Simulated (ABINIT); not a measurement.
# AgBr (Fm-3m): G0W0 in ABINIT against the screening cutoff in the self-energy

Wanted: the cheapest screening cutoff in the self-energy that holds the gap of AgBr (Fm-3m).

Program: ABINIT 10.8.3. Level of theory: PBE and many-body steps on it, plane waves. Results are calculated unless marked as measured.

This is a report of a sequence of runs, with most program output left out.

The database entry behind the starting cell differs from later determinations by our own check (about 0.6 % short of the room-temperature cell), so it need not match the best structure at ambient conditions.

**1. Starting point**

It takes space group Fm-3m (No. 225, cubic). The conventional cell has a = 5.740 Å, b = 5.740 Å, c = 5.740 Å, α = 90.00°, β = 90.00°, γ = 90.00°. Nearest to Ag lie 6 Br at 2.87 Å. Br has 6 Ag at 2.87 Å nearest. Farther neighbours and most contacts between anions are not listed.

The cell and positions come from the Crystallography Open Database and are kept as given unless a step says otherwise.

**2. Screening, 4×4×4 mesh, 316 bands, screening to 272.1 eV**

This step: ABINIT 10.8.3; RPA screening on PBE, plane waves, norm-conserving pseudopotentials.

The RPA dielectric matrix is built and inverted for each q.

run.abi reads:

```
acell 3*1.0 Angstrom
rprim 
  -0.000000000000 2.870150000000 2.870150000000
  2.870150000000 0.000000000000 2.870150000000
  2.870150000000 2.870150000000 0.000000000000
ntypat 2
znucl 47 35
natom 2
typat 1 2
xred 
  0.000000000000 0.000000000000 0.000000000000
  0.500000000000 0.500000000000 0.500000000000
pp_dirpath "pseudos"
pseudos "Ag.upf, Br.upf"
ecut 37
ngkpt 4 4 4
nshiftk 1
shiftk 0 0 0
kptopt 1
chksymbreak 0
istwfk *1
occopt 1
irdwfk 1
optdriver 3
nband 316
ecuteps 10
inclvkb 2
awtr 1
symchi 1
indata_prefix "in"
outdata_prefix "out"
tmpdata_prefix "tmp"
```

On the command line:

```bash
> OMP_NUM_THREADS=1 mpirun -n 8 abinit run.abi > log
```

It took 73 s on 8 MPI ranks of AMD EPYC 7R43, shared host; peak memory 2.8 GiB.

This step gave:

```
ε∞ with local fields, on this mesh, along the program's q direction : 6.806
the same without local fields                                       : 7.373
plasma frequency                                                    : 27.53 eV
plane waves in the screening matrix                                 : 531
```

Local fields lower ε∞ by 8 %. On a Γ-centred mesh this coarse the value itself is usually too large, while a short band sum pulls it down.

**3. 1 Ha**

This step: G0W0 on PBE, plane waves, norm-conserving pseudopotentials.

run.abi: that of step 2 with these lines changed.

```diff
@@ -23,8 +23,17 @@
 irdwfk 1
-optdriver 3
+optdriver 4
 nband 316
-ecuteps 10
-inclvkb 2
-awtr 1
-symchi 1
+gwcalctyp 0
+ecutsigx 37
+symsigma 1
+nkptgw 2
+kptgw 
+  0.5000000000 0.0000000000 0.0000000000
+  0.0000000000 0.0000000000 0.0000000000
+bdgw 
+  12 15
+  11 17
+ecuteps 1
+irdscr 1
+ppmodel 1
 indata_prefix "in"
```

The job ended after 4.3 s (8 MPI ranks; peak memory 1.4 GiB).

This step gave:

```yaml
g0w0_gap_on_the_points_computed: 1.971 eV
starting_gap_on_the_mesh: 0.6721 eV
k_of_the_valence_top: 0.5, 0, 0
k_of_the_conduction_bottom: 0, 0, 0
z_at_the_valence_top: 0.826
z_at_the_conduction_bottom: 0.837
least_direct_g0w0_gap_on_the_computed_points: 3.539 eV
```

**4. 2 Ha**

run.abi: that of step 3 with these lines changed.

```diff
@@ -35,3 +35,3 @@
   11 17
-ecuteps 1
+ecuteps 2
 irdscr 1
```

Elapsed: 4.6 s, on 8 MPI ranks; peak memory 1.2 GiB; 35 s of CPU time.

This step gave:

* G0W0 gap on the points computed: 1.677 eV
* starting gap on the mesh: 0.6721 eV
* k of the valence top: 0.5, 0, 0
* k of the conduction bottom: 0, 0, 0
* Z at the valence top: 0.808
* Z at the conduction bottom: 0.829
* least direct G0W0 gap on the computed points: 3.588 eV

**5. 3.5 Ha**

The self-energy is evaluated for the states that the input lists, and the levels follow from it, in one-shot runs by the linearised quasiparticle equation.

run.abi: that of step 4 with these lines changed.

```diff
@@ -35,3 +35,3 @@
   11 17
-ecuteps 2
+ecuteps 3.5
 irdscr 1
```

Elapsed: 7.2 s, on 8 MPI ranks; peak memory 1.7 GiB.

This step gave:

```
G0W0 gap on the points computed              : 1.672 eV
starting gap on the mesh                     : 0.6721 eV
k of the valence top                         : 0.5, 0, 0
k of the conduction bottom                   : 0, 0, 0
least direct G0W0 gap on the computed points : 3.724 eV
```

The gap on the mesh goes from 0.67 eV to 1.67 eV, a correction of +1.00 eV.

**6. 5 Ha**

run.abi: that of step 5 with these lines changed.

```diff
@@ -35,3 +35,3 @@
   11 17
-ecuteps 3.5
+ecuteps 5
 irdscr 1
```

Run time: 10 s. Hardware: 8 MPI ranks; peak memory 2.1 GiB; 79 s of CPU time.

Numbers from this step:

```
G0W0 gap on the points computed              : 1.688 eV
starting gap on the mesh                     : 0.6721 eV
k of the valence top                         : 0.5, 0, 0
k of the conduction bottom                   : 0, 0, 0
least direct G0W0 gap on the computed points : 3.775 eV
```

Against the run before, the gap moves by +0.016 eV.

**7. 7.5 Ha**

run.abi: that of step 6 with these lines changed.

```diff
@@ -35,3 +35,3 @@
   11 17
-ecuteps 5
+ecuteps 7.5
 irdscr 1
```

The job ended after 26 s (8 MPI ranks; peak memory 2.7 GiB).

This step gave:

```yaml
g0w0_gap_on_the_points_computed: 1.721 eV
starting_gap_on_the_mesh: 0.6721 eV
k_of_the_valence_top: 0.5, 0, 0
k_of_the_conduction_bottom: 0, 0, 0
least_direct_g0w0_gap_on_the_computed_points: 3.838 eV
```

Against the run before, the gap moves by +0.033 eV.

**8. 10 Ha**

run.abi: that of step 7 with these lines changed.

```diff
@@ -35,3 +35,3 @@
   11 17
-ecuteps 7.5
+ecuteps 10
 irdscr 1
```

The job ended after 62 s (8 MPI ranks; peak memory 3.4 GiB; 8.3 min of CPU time).

This step gave:

- G0W0 gap on the points computed: 1.744 eV
- starting gap on the mesh: 0.6721 eV
- k of the valence top: 0.5, 0, 0
- k of the conduction bottom: 0, 0, 0
- least direct G0W0 gap on the computed points: 3.87 eV

Against the run before, the gap moves by +0.023 eV.

**9. Side by side**

Times are wall times on 8 MPI ranks of AMD EPYC 7R43, shared host, good to a factor of about two. A run's time includes the screening step that it read.

| run | mesh | bands | screening cutoff (eV) | DFT gap (eV) | gap on the mesh (eV) | direct (eV) | ε∞ used | time |
| --- | --- | --- | --- | --- | --- | --- | --- | --- |
| 1 Ha | 4×4×4 | 316 | 27.2 | 0.672 | 1.971 | 3.539 | 6.81 | 77 s |
| 2 Ha | 4×4×4 | 316 | 54.4 | 0.672 | 1.677 | 3.588 | 6.81 | 77 s |
| 3.5 Ha | 4×4×4 | 316 | 95.2 | 0.672 | 1.672 | 3.724 | 6.81 | 80 s |
| 5 Ha | 4×4×4 | 316 | 136.1 | 0.672 | 1.688 | 3.775 | 6.81 | 83 s |
| 7.5 Ha | 4×4×4 | 316 | 204.1 | 0.672 | 1.721 | 3.838 | 6.81 | 99 s |
| 10 Ha | 4×4×4 | 316 | 272.1 | 0.672 | 1.744 | 3.870 | 6.81 | 2.3 min |

**10. Results**

| Property | Result |
| --- | --- |
| 1 Ha | 1.971 eV |
| 2 Ha | 1.677 eV |
| 3.5 Ha | 1.672 eV |
| 5 Ha | 1.688 eV |
| 7.5 Ha | 1.721 eV |
| 10 Ha | 1.744 eV |
| known limits | not at the basis limit; d shell near the gap, gap tends to lie low; no spin-orbit coupling; coarse k mesh |

In words: The setting moved: screening cutoff in the self-energy. From 1 Ha to 10 Ha the gap moves by −0.23 eV, not steadily: it passes through 1.67 eV. The last step still moves it by +0.023 eV. Bands and screening cutoff are coupled, so a series along one setting does not show full convergence. Bands and cutoff are finite, so the gap is not at the basis limit. The miss can reach some tenths of an eV and take either sign; the mesh is an error of its own. In the G0W0 runs levels were corrected at 2 k points alone, so a gap called «on the mesh» is the least over those, and an edge elsewhere would be missed. The 4×4×4 mesh is coarse for this cell, which bears on the long-range parts of exchange and screening. A d shell, filled or nearly so, lies near the gap. One-shot GW converges very slowly in bands there, not always from below, and on a semilocal start the gap tends to come out low; starts rich in exact exchange can overshoot instead. The many-body steps are scalar-relativistic: spin-orbit coupling is not in them.

[Paths, hosts, dates, memory and timing lines, banners, echoed tables and standing remarks are left out of the program output.]

[Logs are printed without paths, hosts, clocks, repeated set-up lines and the standing remarks that a program may print on its own settings, such as how far it seeks lower states.]

[Runs of the session that timed out or met a known fault of the program may be left out.]

[Hosts, paths, dates, database ids (printed as entryN), source tags and the programs' standing remarks are cut or masked in the printed files.]

[G0W0 gaps are taken among the corrected bands and points alone; a level outside them can change the order at an edge.]

[Where Ansatz stands beside ABINIT at settings called matched, ABINIT's density can come from a denser mesh and the files from another edition; pairs whose starting gaps differed by over 0.03 eV were left out, so agreement reads better than it is.]
